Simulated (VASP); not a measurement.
# KBr (Pm-3m) in VASP: further runs

The runs below take KBr through single point, with LDA.

All numbers are computed with VASP 6.6.1; they aren't measurements. Logs are shortened: lines on timing, memory, paths and dates and some standing lists are left out, and cuts for length are marked.

## Step 1: The crystal as given

It takes space group Pm-3m (No. 221, cubic). The conventional cell has a = 4.043 Å, b = 4.043 Å, c = 4.043 Å, α = 90.00°, β = 90.00°, γ = 90.00°. Br (site symmetry m-3m) has 8 K at 3.50 Å as nearest neighbours. K (site symmetry m-3m) has 8 Br at 3.50 Å as nearest neighbours.

Measurements of this composition are mostly on another form, of space group No. 225.

## Step 2: Single point, LDA

INCAR

```
PREC = Accurate ; ENCUT = 550
EDIFF = 1E-7 ; ISMEAR = 0
SIGMA = 0.05 ; LREAL = False
LASPH = True ; NELM = 80
ALGO = Normal ; ISIF = 2
LWAVE = False ; LCHARG = False
GGA = CA ; NBANDS = 15
```

KPOINTS

```
Automatic mesh
0
Gamma
  7 7 7
```

POSCAR

```
KBr
4.0435
    0.999999752690      0.000000000000      0.000000000000
    0.000000000000      0.999999752690      0.000000000000
    0.000000000000      0.000000000000      0.999999752690
Br K
1 1
Direct
    0.5000000000      0.5000000000      0.5000000000
    0.0000000000      0.0000000000      0.0000000000
```

Potentials or basis: VASP PAW LDA potentials, release 64 (Br_GW, K_sv_GW).

Run with:

```
> cat potpaw_LDA.64/Br_GW/POTCAR potpaw_LDA.64/K_sv_GW/POTCAR > POTCAR
> mpirun -np 1 vasp_std > vasp.out
```

OUTCAR:

```text
PREC = Accurate
   ENCUT = 550
   EDIFF = 1E-7
   ISMEAR = 0
   LREAL = False
   LASPH = True
   NELM = 80
   ISIF = 2
   GGA = CA

 ion  position               nearest neighbor table
   1  0.500  0.500  0.500-
   2  0.000  0.000  0.000-

  LATTYP: Found a simple cubic cell.
 ALAT       =     4.0434990000

  Lattice vectors:

 A1 = (   4.0434990000,   0.0000000000,   0.0000000000)
 A2 = (   0.0000000000,   4.0434990000,   0.0000000000)
 A3 = (   0.0000000000,   0.0000000000,   4.0434990000)

Analysis of symmetry for initial positions (statically):
=====================================================================
 Subroutine PRICEL returns:
 Original cell was already a primitive cell.

 Routine SETGRP: Setting up the symmetry group for a
 simple cubic supercell.

 Subroutine GETGRP returns: Found 48 space group operations
 (whereof 48 operations were pure point group operations)
 out of a pool of 48 trial point group operations.

The static configuration has the point symmetry O_h .

Analysis of symmetry for dynamics (positions and initial velocities):
=====================================================================
 Subroutine PRICEL returns:
 Original cell was already a primitive cell.

 Routine SETGRP: Setting up the symmetry group for a
 simple cubic supercell.

 Subroutine GETGRP returns: Found 48 space group operations
 (whereof 48 operations were pure point group operations)
 out of a pool of 48 trial point group operations.

The dynamic configuration has the point symmetry O_h .

 Subroutine INISYM returns: Found 48 space group operations
 (whereof 48 operations are pure point group operations),
 and found     1 'primitive' translations

----------------------------------------------------------------------------------------

                                     Primitive cell

  volume of cell :      66.1107

  direct lattice vectors                    reciprocal lattice vectors
     4.043499000  0.000000000  0.000000000     0.247310559  0.000000000  0.000000000
     0.000000000  4.043499000  0.000000000     0.000000000  0.247310559  0.000000000
     0.000000000  0.000000000  4.043499000     0.000000000  0.000000000  0.247310559

  length of vectors
     4.043499000  4.043499000  4.043499000     0.247310559  0.247310559  0.247310559

  position of ions in fractional coordinates (direct lattice)
     0.500000000  0.500000000  0.500000000
     0.000000000  0.000000000  0.000000000

  ion indices of the primitive-cell ions
   primitive index   ion index
                 1           1
                 2           2

----------------------------------------------------------------------------------------

 KPOINTS: Automatic mesh

Automatic generation of k-mesh.
 Grid dimensions read from file:
 generate k-points for:    7    7    7

 Generating k-lattice:

  Cartesian coordinates                     Fractional coordinates (reciprocal lattice)
     0.035330080  0.000000000  0.000000000     0.142857143  0.000000000  0.000000000
     0.000000000  0.035330080  0.000000000     0.000000000  0.142857143  0.000000000
     0.000000000  0.000000000  0.035330080     0.000000000  0.000000000  0.142857143

  Length of vectors
     0.035330080  0.035330080  0.035330080

  Shift w.r.t. Gamma in fractional coordinates (k-lattice)
     0.000000000  0.000000000  0.000000000

 Subroutine IBZKPT returns following result:
 ===========================================

 Found     20 irreducible k-points:

 Following reciprocal coordinates:
            Coordinates               Weight
  0.000000  0.000000  0.000000      1.000000
  0.142857  0.000000  0.000000      6.000000
  0.285714  0.000000  0.000000      6.000000
  0.428571  0.000000  0.000000      6.000000
  0.142857  0.142857  0.000000     12.000000
  0.285714  0.142857  0.000000     24.000000
[... 12 lines left out ...]
  0.428571  0.428571  0.285714     24.000000
  0.428571  0.428571  0.428571      8.000000
   k-points           NKPTS =     20   k-points in BZ     NKDIM =     20   number of bands    NBANDS=     15
   number of dos      NEDOS =    301   number of ions     NIONS =      2
   total plane-waves  NPLWV =  32768
   dimension x,y,z NGX =    32 NGY =   32 NGZ =   32
   dimension x,y,z NGXF=    64 NGYF=   64 NGZF=   64
   ions per type =               1   1
   NGX,Y,Z   is equivalent  to a cutoff of  13.16, 13.16, 13.16 a.u.
   NGXF,Y,Z  is equivalent  to a cutoff of  26.31, 26.31, 26.31 a.u.
 SYSTEM =  unknown system
   PREC   = accura    normal or accurate (medium, high low for compatibility)
   ISTART =      0    job   : 0-new  1-cont  2-samecut
   ICHARG =      2    charge: 1-file 2-atom 10-const
   ISPIN  =      1    spin polarized calculation?
   LNONCOLLINEAR =      F non collinear calculations
   LSORBIT =      F    spin-orbit coupling
   LASPH  =      T    aspherical Exc in radial PAW
   ENCUT  =  550.0 eV  40.42 Ry    6.36 a.u.   7.73  7.73  7.73*2*pi/ulx,y,z
   NELM   =     80;   NELMIN=  2; NELMDL= -5     # of ELM steps
   EDIFF  = 0.1E-06   stopping-criterion for ELM
   LREAL  =      F    real-space projection
   EDIFFG = 0.1E-05   stopping-criterion for IOM
   NSW    =      0    number of steps for IOM
   IBRION =     -1    ionic relax: 0-MD 1-quasi-New 2-CG
   NFREE  =      0    steps in history (QN), initial steepest desc. (CG)
   ISIF   =      2    stress and relaxation
   ISYM   =      2    0-nonsym 1-usesym 2-fastsym
   POTIM  = 0.5000    time-step for ionic-motion
   TEBEG  =    0.0;   TEEND  =   0.0 temperature during run
   PSTRESS=    0.0 pullay stress
   NELECT =      16.0000    total number of electrons
   NUPDOWN=      -1.0000    fix difference up-down
   EMIN   =  10.00;   EMAX   =-10.00  energy-range for DOS
[... 5 lines left out ...]
     AMIX     =   0.40;   BMIX     =  1.00
     AMIX_MAG =   1.60;   BMIX_MAG =  1.00
  volume/ion in A,a.u.               =      33.06       223.07
  Fermi-wavevector in a.u.,A,eV,Ry     =   1.020213  1.927923 14.161412  1.040834
  Thomas-Fermi vector in A             =   2.153770
   LORBIT       =      0    0 simple, 1 ext, 2 COOP (PROOUT), +10 PAW based schemes
   GGA     = CA    functional components
   LHFCALC =     F    Hartree Fock is set to
   AEXX    =    0.0000 exact exchange contribution
   IVDW    =     0    specifies the selected vdW correction
   LEPSILON=     F    determine dielectric tensor
   LRPA    =     F    only Hartree local field effects (RPA)
 non-spin polarized calculation
 Gauss-broadening in eV      SIGMA  =   0.05
  energy-cutoff  :      550.00
  volume of cell :       66.11
 maximum number of plane-waves:      1949
 NGX is ok and might be reduce to    32
   NGX = 15   NGY = 15   NGZ = 15

 number of electron      15.9999999 magnetization

 Free energy of the ion-electron system (eV)
  ---------------------------------------------------
  ext. energy  EPLUGINS =         0.00000000
  ---------------------------------------------------
  free energy    TOTEN  =        -9.20671712 eV

  energy without entropy =       -9.20671712  energy(sigma->0) =       -9.20671712

 E-fermi :   0.5441     XC(G=0):  -8.3158

 val. band max:        0.2703119027   @ k =   0.4286   0.4286   0.0000
 cond. band min:       3.7737568113   @ k =   0.0000   0.0000   0.0000
 fundamental gap:      3.5034449085
 Fermi energy:         0.5440513886

 k-point     1 :       0.0000    0.0000    0.0000
  band No.  band energies     occupation
      1     -27.9698      2.00000
      2     -12.5149      2.00000
      3     -11.6270      2.00000
      4     -11.6270      2.00000
      5     -11.6270      2.00000
      6       0.0265      2.00000
      7       0.0265      2.00000
      8       0.0265      2.00000
      9       3.7738      0.00000
     10       5.8805      0.00000
     11       5.8805      0.00000
     12       9.7656      0.00000
     13       9.7656      0.00000
     14       9.7656      0.00000
     15      12.4300      0.00000

 k-point     2 :       0.1429    0.0000    0.0000
  band No.  band energies     occupation
      1     -27.9677      2.00000
      2     -12.5410      2.00000
      3     -11.6231      2.00000
      4     -11.6231      2.00000
      5     -11.5988      2.00000
      6      -0.4206      2.00000
      7       0.0314      2.00000
      8       0.0314      2.00000
      9       4.2675      0.00000
     10       6.0360      0.00000
     11       6.3009      0.00000
     12       9.6960      0.00000
     13       9.6960      0.00000
     14       9.8471      0.00000
     15      11.6817      0.00000

 k-point     3 :       0.2857    0.0000    0.0000
  band No.  band energies     occupation
      1     -27.9631      2.00000
      2     -12.5993      2.00000
      3     -11.6142      2.00000
      4     -11.6142      2.00000
      5     -11.5335      2.00000
      6      -1.1788      2.00000
      7       0.0421      2.00000
      8       0.0421      2.00000
      9       5.2531      0.00000
     10       6.4796      0.00000
     11       7.2125      0.00000
     12       9.6242      0.00000
     13       9.6242      0.00000
     14      10.0503      0.00000
     15      10.3240      0.00000
[... 271 lines left out ...]
 k-point    19 :       0.4286    0.4286    0.2857
  band No.  band energies     occupation
      1     -27.9434      2.00000
      2     -12.2279      2.00000
      3     -11.7514      2.00000
      4     -11.7298      2.00000
      5     -11.6873      2.00000
      6      -1.1152      2.00000
      7      -1.1052      2.00000
      8      -0.6889      2.00000
      9       6.3971      0.00000
     10       7.5544      0.00000
     11       7.6159      0.00000
     12       8.4013      0.00000
     13       9.5167      0.00000
     14       9.5998      0.00000
     15      11.3099      0.00000

 k-point    20 :       0.4286    0.4286    0.4286
  band No.  band energies     occupation
      1     -27.9400      2.00000
      2     -12.1684      2.00000
      3     -11.7397      2.00000
      4     -11.7397      2.00000
      5     -11.7376      2.00000
      6      -1.1174      2.00000
      7      -1.1174      2.00000
      8      -1.0937      2.00000
      9       7.1031      0.00000
     10       7.3800      0.00000
     11       7.3800      0.00000
     12       9.2346      0.00000
     13       9.4481      0.00000
     14       9.4481      0.00000
     15      11.3055      0.00000

------------------------ aborting loop because EDIFF is reached ----------------------------------------

  FORCE on cell =-STRESS in cart. coord.  units (eV):
  Direction    XX          YY          ZZ          XY          YZ          ZX
  --------------------------------------------------------------------------------------
  -------------------------------------------------------------------------------------
  Total       -1.1009779     -1.1009779     -1.1009779      0.0000000     -0.0000000      0.0000000
  in kB      -26.6819258    -26.6819258    -26.6819258      0.0000000     -0.0000000      0.0000000
  external PRESSURE =     -26.6819258 kB  Pullay stress =       0.0000000 kB

 VOLUME and BASIS-vectors are now :
 -----------------------------------------------------------------------------
  energy-cutoff  :      550.00
  volume of cell :       66.11
      direct lattice vectors                 reciprocal lattice vectors
     4.043499000  0.000000000  0.000000000     0.247310559  0.000000000  0.000000000
     0.000000000  4.043499000  0.000000000     0.000000000  0.247310559  0.000000000
     0.000000000  0.000000000  4.043499000     0.000000000  0.000000000  0.247310559

 POSITION                                       TOTAL-FORCE (eV/Angst)
 -----------------------------------------------------------------------------------
      2.02175      2.02175      2.02175         0.000000      0.000000      0.000000
      0.00000      0.00000      0.00000         0.000000      0.000000      0.000000
 -----------------------------------------------------------------------------------
    total drift:                                0.000000      0.000000     -0.000000

  FREE ENERGIE OF THE ION-ELECTRON SYSTEM (eV)
  ---------------------------------------------------
  free  energy   TOTEN  =        -9.2067171248 eV

  energy  without entropy=       -9.2067171248  energy(sigma->0) =       -9.20671712
```

Run time: 23 s. Hardware: 1 thread of AMD EPYC 7R43 (Zen 3), shared host; peak memory 0.13 GiB.

What came out:

- Free energy: -9.2067 eV
- Pressure: -2.7 GPa
- Band gap on the k mesh: 3.50 eV, indirect (least direct gap 3.75 eV)

Caveat: an odd mesh through Γ misses points on the zone boundary, where band edges often lie.

[end of part 1 of 2]
